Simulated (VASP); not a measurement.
**ZnSe (110) against 4 partners**

Wanted: valence and conduction offsets of GaAs, ZnS, CdSe and CdS on ZnSe (110), and what a better gap does to them.

Program: VASP 6.6.1. Level of theory: LDA; plane waves and PAW (Zn, Se), in the first sound run; inputs show where later runs differ. Results are calculated unless marked as measured.

## (1) The structure

The structure is cubic, space group F-43m (No. 216). Conventional cell: a = 5.668 Å, b = 5.668 Å, c = 5.668 Å, α = 90.00°, β = 90.00°, γ = 90.00°. Nearest to Zn lie 4 Se at 2.45 Å. Se has 4 Zn at 2.45 Å nearest. Farther neighbours and most contacts between anions are not listed.

## (2) Relax the substrate crystal, LDA

The substrate sets the in-plane lattice.

This step took 2 runs in a row; the last is shown.

Level: LDA; plane waves and PAW (Zn, Se).

INCAR reads:

```
SYSTEM = ZnSe
PREC = Accurate
ENCUT = 420
EDIFF = 1E-07
NELM = 120
ISMEAR = 0
SIGMA = 0.02
LREAL = .FALSE.
ALGO = Normal
GGA = CA
NBANDS = 24
LASPH = .TRUE.
LORBIT = 11
LWAVE = .FALSE.
LCHARG = .FALSE.
KPAR = 16
IBRION = 2
NSW = 40
ISIF = 3
EDIFFG = -0.005
POTIM = 0.4
```

POSCAR reads:

```
ZnSe
1.0
    3.9410435148      0.0000000000      0.0000000000
    0.0000000000      5.5729574648      0.0000000000
    0.0000000000      0.0000000000      3.9410435148
Zn Se
2 2
Direct
    0.0000000000      0.0000000000      0.0000000000
    0.5000000000      0.5000000000      0.5000000000
    0.5000000000      0.2500000000      0.0000000000
    0.0000000000      0.7500000000      0.5000000000
```

KPOINTS reads:

```
Automatic mesh
0
Gamma
7 5 7
0 0 0
```

The projector-augmented-wave data sets are Zn and Se (LDA family, release 64).

Run with:

```sh
$ mpirun -np 16 vasp_std
```

The log of the run:

```text
[banner, memory and clock lines left out]
running   16 mpi-ranks, on    1 nodes
[...]
|                                                                             |
|           W    W    AA    RRRRR   N    N  II  N    N   GGGG   !!!           |
|           W    W   A  A   R    R  NN   N  II  NN   N  G    G  !!!           |
|           W    W  A    A  R    R  N N  N  II  N N  N  G       !!!           |
|           W WW W  AAAAAA  RRRRR   N  N N  II  N  N N  G  GGG   !            |
|           WW  WW  A    A  R   R   N   NN  II  N   NN  G    G                |
|           W    W  A    A  R    R  N    N  II  N    N   GGGG   !!!           |
|                                                                             |
|     For optimal performance we recommend to set                             |
|       NCORE = 2 up to number-of-cores-per-socket                            |
|     NCORE specifies how many cores store one orbital (NPAR=cpu/NCORE).      |
|     This setting can greatly improve the performance of VASP for DFT.       |
[...]
DAV:  12    -0.147425708790E+02    0.11783E-05   -0.12185E-05  2000   0.722E-02    0.263E-03
DAV:  13    -0.147425709084E+02   -0.29357E-07   -0.13314E-06  1704   0.180E-02    0.804E-04
DAV:  14    -0.147425709179E+02   -0.94692E-08   -0.12723E-07  1072   0.260E-03
   1 F= -.14742571E+02 E0= -.14742571E+02  d E =-.147426E+02
[...]
N       E                     dE             d eps       ncg     rms          rms(c)
DAV:   1    -0.147427382560E+02   -0.16735E-03   -0.22206E-03  1736   0.784E-01    0.909E-02
DAV:   2    -0.147425987561E+02    0.13950E-03   -0.57018E-04  1672   0.525E-01    0.337E-02
DAV:   3    -0.147425814202E+02    0.17336E-04   -0.20209E-05  1648   0.362E-02    0.171E-02
DAV:   4    -0.147425761276E+02    0.52926E-05   -0.44818E-06  1792   0.156E-02    0.618E-03
DAV:   5    -0.147425756572E+02    0.47043E-06   -0.83940E-07  1920   0.141E-02    0.848E-04
DAV:   6    -0.147425756714E+02   -0.14163E-07   -0.42253E-07  1304   0.830E-03
   2 F= -.14742576E+02 E0= -.14742576E+02  d E =-.475350E-05
 trial-energy change:   -0.000005  1 .order   -0.000007   -0.000015    0.000001
 step:   0.7937(harm=  0.9462)  dis= 0.00000  next Energy=   -14.742576 (dE=-0.487E-05)
 reached required accuracy - stopping structural energy minimisation
```

Wall time 9 s (16 MPI ranks of AMD EPYC 7R43, shared host); peak memory 2.6 GiB.

Lines that name or quote the potential files are left out of all logs, and their timing lines are given in words.

OUTCAR, selected parts (step 2):

```text
  Total        0.0052310     -0.0034817      0.0052310      0.0000000      0.0000000      0.0000000
  in kB        0.0968886     -0.0644871      0.0968886      0.0000000      0.0000000      0.0000000
  external PRESSURE =       0.0430967 kB  Pullay stress =       0.0000000 kB

 POSITION                                       TOTAL-FORCE (eV/Angst)
 -----------------------------------------------------------------------------------
      3.94033      5.57134      0.00000        -0.000000      0.000000      0.000000
      1.97017      2.78567      1.97017        -0.000000      0.000000      0.000000
      1.97017      1.39284      0.00000        -0.000000     -0.000000     -0.000000
      3.94033      4.17851      1.97017         0.000000     -0.000000     -0.000000
 -----------------------------------------------------------------------------------
    total drift:                                0.000000      0.000003      0.000000

  FREE ENERGIE OF THE ION-ELECTRON SYSTEM (eV)
  ---------------------------------------------------
  free  energy   TOTEN  =       -14.7425756714 eV

  energy  without entropy=      -14.7425756714  energy(sigma->0) =      -14.74257567

 reached required accuracy - stopping structural energy minimisation

[... 3 further parts left out ...]
[key lines of the parts left out:]
E-fermi :   2.1272
```

This run gave:

* energy(sigma→0) of the program: -14.7426 eV
* stress, compression positive: xx, yy, zz 0.01, -0.01, 0.01 GPa
* volume: 86.502 Å³
* ionic steps: 2

## (3) Bulk band edges, LDA

A bulk run places the substrate's levels against the mean potential at its cores.

Level: LDA; plane waves and PAW (Zn, Se); cell typed or built by script.

INCAR reads:

```
SYSTEM = ZnSe
PREC = Accurate
ENCUT = 420
EDIFF = 1E-06
NELM = 100
ISMEAR = 0
SIGMA = 0.02
LREAL = .FALSE.
ALGO = Normal
GGA = CA
NBANDS = 23
LASPH = .TRUE.
LWAVE = .FALSE.
LCHARG = .FALSE.
KPAR = 16
```

POSCAR reads:

```
ZnSe
1.0
    3.9403321597      0.0000000000      0.0000000000
    0.0000000000      5.5713423705      0.0000000000
    0.0000000000      0.0000000000      3.9403321597
Zn Se
2 2
Direct
    0.0000000000      0.0000000000      0.0000000000
    0.5000000000      0.5000000000      0.5000000000
    0.5000000000      0.2500000000      0.0000000000
    0.0000000000      0.7500000000      0.5000000000
```

KPOINTS is that of step 2.

KPOINTS_OPT reads:

```
Line mode
6
Line-mode
Reciprocal
  0.00000000  -0.35000000   0.00000000
  0.00000000  -0.05000000   0.00000000

  0.32500000   0.00000000   0.32500000
  0.49500000   0.00000000   0.49500000

  0.00000000   0.49500000   0.49500000
  0.49500000   0.49500000   0.00000000
```

Run with:

```sh
$ mpirun -np 16 vasp_std
```

The log of the run:

```text
[banner, memory and clock lines left out]
running   16 mpi-ranks, on    1 nodes
[...]
[... a notice as in an earlier step ...]

 LDA part: xc-table for (Slater(with rela. corr.)+CA(PZ))
 , standard interpolation
 POSCAR, INCAR and KPOINTS ok, starting setup
[...]
entering main loop
       N       E                     dE             d eps       ncg     rms          rms(c)
DAV:   1     0.208658125202E+03    0.20866E+03   -0.15424E+04  1380   0.158E+03
DAV:   2     0.206961973592E+01   -0.20659E+03   -0.20055E+03  1471   0.328E+02
DAV:   3    -0.150947429882E+02   -0.17164E+02   -0.17098E+02  1660   0.100E+02
DAV:   4    -0.153637106053E+02   -0.26897E+00   -0.26886E+00  1555   0.132E+01
[...]
DAV:  11    -0.147425232445E+02   -0.15645E-04   -0.82680E-05  2074   0.992E-02    0.859E-03
DAV:  12    -0.147425213888E+02    0.18557E-05   -0.20940E-05  1907   0.933E-02    0.308E-03
DAV:  13    -0.147425215008E+02   -0.11198E-06   -0.17886E-06  1259   0.206E-02
   1 F= -.14742522E+02 E0= -.14742522E+02  d E =-.189257E-12
 Start KPOINTS_OPT (optional k-point list driver)
k-point batch [1-18\18]
       N       E                     dE             ncg
DAV:   1     0.224519715226E+04   -0.11478E+05      828
DAV:   2    -0.138395583422E+04   -0.36292E+04      905
DAV:   3    -0.166968297045E+04   -0.28573E+03      968
DAV:   4    -0.167384928885E+04   -0.41663E+01      926
DAV:   5    -0.167389246013E+04   -0.43171E-01     1018
DAV:   6    -0.167389286335E+04   -0.40321E-03      941
DAV:   7    -0.167389286960E+04   -0.62556E-05      953
DAV:   8    -0.167389286978E+04   -0.17889E-06      659
```

Run time: 7.4 s. Hardware: 16 MPI ranks; peak memory 2.8 GiB.

OUTCAR, selected parts (step 3):

```text
  LATTYP: Found a simple tetragonal cell.
 ALAT       =     3.9403321597
 C/A-ratio  =     1.4139270865

 Subroutine GETGRP returns: Found  8 space group operations
 (whereof  8 operations were pure point group operations)

The static configuration has the point symmetry D_2d.

 Found     30 irreducible k-points:

   k-points           NKPTS =     30   k-points in BZ     NKDIM =     30   number of bands    NBANDS=     23

   dimension x,y,z NGX =    28 NGY =   40 NGZ =   28
   dimension x,y,z NGXF=    56 NGYF=   80 NGZF=   56

   ENCUT  =  420.0 eV  30.87 Ry    5.56 a.u.   6.58  9.31  6.58*2*pi/ulx,y,z

   NELECT =      36.0000    total number of electrons

 E-fermi :   2.0595

 k-point     1 :       0.0000    0.0000    0.0000
  band No.  band energies     occupation
    ...
     14      -0.4250      2.00000
     15      -0.4250      2.00000
     16       1.9689      2.00000
     17       1.9689      2.00000
     18       1.9695      2.00000
     19       3.2479      0.00000
     20       4.6596      0.00000
     21       5.2830      0.00000
     22       7.6527      0.00000
     23       7.6527      0.00000

 k-point     2 :       0.1429    0.0000    0.0000
  band No.  band energies     occupation
    ...
     14      -0.9467      2.00000
     15      -0.2788      2.00000
     16       0.7586      2.00000
     17       1.6201      2.00000
     18       1.9016      2.00000
     19       4.2684      0.00000
     20       5.0216      0.00000
     21       6.1106      0.00000
     22       7.4479      0.00000
     23       7.8002      0.00000

  Total        0.0011685     -0.0078620      0.0011685      0.0000000      0.0000000      0.0000000
  in kB        0.0216435     -0.1456198      0.0216435      0.0000000      0.0000000      0.0000000
  external PRESSURE =      -0.0341109 kB  Pullay stress =       0.0000000 kB

 POSITION                                       TOTAL-FORCE (eV/Angst)
 -----------------------------------------------------------------------------------
      0.00000      0.00000      0.00000        -0.000000     -0.000000     -0.000000
      1.97017      2.78567      1.97017         0.000000     -0.000000      0.000000
      1.97017      1.39284      0.00000        -0.000000      0.000000      0.000000
      0.00000      4.17851      1.97017        -0.000000      0.000000      0.000000
 -----------------------------------------------------------------------------------
    total drift:                                0.000000      0.000003      0.000000

  FREE ENERGIE OF THE ION-ELECTRON SYSTEM (eV)
  ---------------------------------------------------
  free  energy   TOTEN  =       -14.7425215008 eV

  energy  without entropy=      -14.7425215008  energy(sigma->0) =      -14.74252150

[... 1 part as in an earlier step ...]

[... 7 further parts left out ...]
```

Read from the output:

- energy(sigma→0) of the program: -14.7425 eV
- stress, compression positive: xx, yy, zz 0.00, -0.01, 0.00 GPa

The run ends at a pressure of 0.00 GPa.

## (4) Bulk band edges, HSE06

At this level only the shift of the substrate's edges against the mean potential of the cell is used.

Level: HSE06; plane waves and PAW (Zn, Se); cell typed or built by script.

INCAR reads:

```
SYSTEM = ZnSe
PREC = Accurate
ENCUT = 420
EDIFF = 1E-06
NELM = 100
ISMEAR = 0
SIGMA = 0.02
LREAL = .FALSE.
ALGO = Normal
LHFCALC = .TRUE.
AEXX = 0.25
GGA = PE
HFSCREEN = 0.2
LASPH = .TRUE.
NBANDS = 23
PRECFOCK = Fast
LWAVE = .FALSE.
LCHARG = .FALSE.
KPAR = 4
```

POSCAR is that of step 3.

KPOINTS reads:

```
Automatic mesh
0
Gamma
4 3 4
0 0 0
```

KPOINTS_OPT is that of step 3.

Run with:

```sh
$ mpirun -np 16 vasp_std
```

The log of the run:

```text
[banner, memory and clock lines left out]
running   16 mpi-ranks, on    1 nodes
[...]
[... a notice as in an earlier step ...]

|                                                                             |
|               ----> ADVICE to this user running VASP <----                  |
|                                                                             |
|     You enforced a specific xc type in the INCAR file but a different       |
|     [... a line on the potential file left out ...]
|     I HOPE YOU KNOW WHAT YOU ARE DOING!                                     |
|                                                                             |

 LDA part: xc-table for (Slater+PW92), standard interpolation
|                                                                             |
|           W    W    AA    RRRRR   N    N  II  N    N   GGGG   !!!           |
|           W    W   A  A   R    R  NN   N  II  NN   N  G    G  !!!           |
|           W    W  A    A  R    R  N N  N  II  N N  N  G       !!!           |
[...]
DAV:   9    -0.147923163116E+02    0.35048E-05   -0.33395E-06   680   0.125E-02    0.402E-02
DAV:  10    -0.147923160968E+02    0.21489E-06   -0.11685E-06   488   0.840E-03
   1 F= -.14792316E+02 E0= -.14792316E+02  d E =-.112531E-28
 Start KPOINTS_OPT (optional k-point list driver)
k-point batch [1-12\18]
       N       E                     dE             ncg
DAV:   1     0.102831920075E+04   -0.58914E+04      576
DAV:   2    -0.201029747883E+04   -0.30386E+04      592
DAV:   3    -0.228853282898E+04   -0.27824E+03      712
DAV:   4    -0.229667570870E+04   -0.81429E+01      672
DAV:   5    -0.229675044666E+04   -0.74738E-01      712
DAV:   6    -0.229675126390E+04   -0.81724E-03      696
DAV:   7    -0.229675127415E+04   -0.10252E-04      656
DAV:   8    -0.229675127434E+04   -0.18725E-06      480
k-point batch [13-18\18]
       N       E                     dE             ncg
DAV:   1     0.714000435692E+04   -0.50201E+04      288
DAV:   2     0.556894795728E+04   -0.15711E+04      296
DAV:   3     0.542242618594E+04   -0.14652E+03      352
DAV:   4     0.541820650939E+04   -0.42197E+01      328
DAV:   5     0.541816311276E+04   -0.43397E-01      336
DAV:   6     0.541816261133E+04   -0.50143E-03      336
DAV:   7     0.541816260401E+04   -0.73168E-05      336
DAV:   8     0.541816260387E+04   -0.13722E-06      240
```

Run time: 2.5 min. Hardware: 16 MPI ranks; peak memory 3.6 GiB; 32 min of CPU time.

Parts of OUTCAR (step 4):

```text
 POSITION                                       TOTAL-FORCE (eV/Angst)
 -----------------------------------------------------------------------------------
      0.00000      0.00000      0.00000        -0.000000      0.000000     -0.000000
      1.97017      2.78567      1.97017         0.000000      0.000000      0.000000
      1.97017      1.39284      0.00000        -0.000000      0.000000      0.000000
      0.00000      4.17851      1.97017        -0.000000      0.000000      0.000000
 -----------------------------------------------------------------------------------
    total drift:                                0.000243     -0.000007     -0.000041

  FREE ENERGIE OF THE ION-ELECTRON SYSTEM (eV)
  ---------------------------------------------------
  free  energy   TOTEN  =       -14.7923160968 eV

  energy  without entropy=      -14.7923160968  energy(sigma->0) =      -14.79231610

[... 1 part as in an earlier step ...]

[... 2 further parts left out ...]
[key lines of the parts left out:]
E-fermi :   1.7567
```

Numbers from this step:

```
energy(sigma→0) of the program : -14.7923 eV
```

## (5) Bulk band edges, HSE06 with spin-orbit coupling

At this level only the shift of the substrate's edges against the mean potential of the cell is used.

Level: HSE06, spin-orbit coupling; plane waves and PAW (Zn, Se); cell typed or built by script.

Edit INCAR of step 4 so:

```diff
@@ -14,3 +14,7 @@
 LASPH = .TRUE.
-NBANDS = 23
+LNONCOLLINEAR = .TRUE.
+MAGMOM = 0 0 0 0 0 0 0 0 0 0 0 0
+NBANDS = 46
+GGA_COMPAT = .FALSE.
+LSORBIT = .TRUE.
 PRECFOCK = Fast
```

POSCAR is that of step 4.

KPOINTS is that of step 4.

KPOINTS_OPT is that of step 4.

Run with:

```sh
$ mpirun -np 16 vasp_ncl
```

The log of the run:

```text
[banner, memory and clock lines left out]
running   16 mpi-ranks, on    1 nodes
[...]
[... a notice as in an earlier step ...]

 [... a notice as in an earlier step ...]

 LDA part: xc-table for (Slater+PW92), standard interpolation
|                                                                             |
|           W    W    AA    RRRRR   N    N  II  N    N   GGGG   !!!           |
|           W    W   A  A   R    R  NN   N  II  NN   N  G    G  !!!           |
|           W    W  A    A  R    R  N N  N  II  N N  N  G       !!!           |
|           W WW W  AAAAAA  RRRRR   N  N N  II  N  N N  G  GGG   !            |
|           WW  WW  A    A  R   R   N   NN  II  N   NN  G    G                |
|           W    W  A    A  R    R  N    N  II  N    N   GGGG   !!!           |
|                                                                             |
|     The number of bands has been changed from the values supplied in        |
|     The orbitals not found in the WAVECAR file will be initialized with     |
[...]
DAV:  10    -0.148359054513E+02    0.26096E-06   -0.15459E-06  1344   0.136E-02
   1 F= -.14835905E+02 E0= -.14835905E+02  d E =-.106905E-14  mag=     0.0000    -0.0000     0.0000
 Start KPOINTS_OPT (optional k-point list driver)
k-point batch [1-15\18]
       N       E                     dE             ncg
DAV:   1     0.211208191782E+04   -0.71950E+04     1440
DAV:   2    -0.227308701779E+04   -0.43852E+04     1448
DAV:   3    -0.284413996866E+04   -0.57105E+03     1624
DAV:   4    -0.287350276554E+04   -0.29363E+02     1584
DAV:   5    -0.287397147685E+04   -0.46871E+00     1632
DAV:   6    -0.287397749921E+04   -0.60224E-02     1624
DAV:   7    -0.287397759152E+04   -0.92305E-04     1640
DAV:   8    -0.287397759321E+04   -0.16889E-05     1192
DAV:   9    -0.287397759327E+04   -0.66025E-07     1024
k-point batch [16-18\18]
       N       E                     dE             ncg
DAV:   1     0.921136317904E+04   -0.20750E+04      288
DAV:   2     0.833452439869E+04   -0.87684E+03      288
DAV:   3     0.822025291561E+04   -0.11427E+03      328
DAV:   4     0.821422893535E+04   -0.60240E+01      336
DAV:   5     0.821412434510E+04   -0.10459E+00      328
DAV:   6     0.821412301803E+04   -0.13271E-02      320
DAV:   7     0.821412299864E+04   -0.19395E-04      328
DAV:   8     0.821412299825E+04   -0.39227E-06      256
```

Wall time 13 min (16 MPI ranks); peak memory 5.6 GiB; 3.1 h of CPU time.

OUTCAR, selected parts (step 5):

```text
 POSITION                                       TOTAL-FORCE (eV/Angst)
 -----------------------------------------------------------------------------------
      0.00000      0.00000      0.00000         0.000000      0.000000     -0.000000
      1.97017      2.78567      1.97017        -0.000000     -0.000000     -0.000000
      1.97017      1.39284      0.00000         0.000000     -0.000000      0.000000
      0.00000      4.17851      1.97017         0.000000     -0.000000      0.000000
 -----------------------------------------------------------------------------------
    total drift:                                0.000028     -0.000015      0.000027

  FREE ENERGIE OF THE ION-ELECTRON SYSTEM (eV)
  ---------------------------------------------------
  free  energy   TOTEN  =       -14.8359054513 eV

  energy  without entropy=      -14.8359054513  energy(sigma->0) =      -14.83590545

[... 1 part as in an earlier step ...]

[... 2 further parts left out ...]
[key lines of the parts left out:]
E-fermi :   1.8470
```

Read from the output:

| Property | Result |
| --- | --- |
| energy(sigma→0) of the program | -14.8359 eV |

[end of part 1 of 3]

[Lines on the potential files, build, host, timing and source positions are cut from VASP's logs without a mark.]

[Logs are printed without paths, hosts, clocks, repeated set-up lines and the standing remarks that a program may print on its own settings, such as how far it seeks lower states.]

[Hosts, paths, dates, database ids (printed as entryN), source tags and the programs' standing remarks are cut or masked in the printed files.]

[In band tables of VASP the shares of atoms and orbitals are scaled to a sum of 1 inside the atoms' spheres.]
